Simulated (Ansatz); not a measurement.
Computed with DFT PBE, scalar-relativistic, plane waves, PAW in Ansatz.

Cutoff 420 eV; k points 8×8×4 on the computed 4-atom cell (Γ-centred); Gaussian smearing, width 0.02 eV; no spin polarisation.

```
H
1.0
     1.68207   -2.81647    0.05701
     1.62733    2.78343   -0.05395
     0.00587   -0.12823    6.12031
H
4
Direct
  0.53615 0.40365 0.00592
  0.46653 0.61279 0.99059
  0.42185 0.54335 0.50463
  0.57547 0.44021 0.49886
```

Problem. Is this geometry at equilibrium? Which atom feels the largest force?

Solution. It isn't. Atom 1 (H) feels (0.53, 1.84, -0.25) eV/Å, 1.929 eV/Å in size, and symmetry-related atoms feel the same size.

Problem. Give all forces and the stress.

Solution.
```
atom Fx Fy Fz
  H1   0.530   1.838  -0.248
  H2  -0.530  -1.838   0.252
  H3  -0.116   0.919   0.024
  H4   0.116  -0.919  -0.029
```
Stress (GPa, compression positive):
```
-0.07 -1.37  0.16
-1.37 -2.02  0.60
 0.16  0.60  0.30
```

The cell holds molecules, and where no dispersion correction was added their binding is poorly described.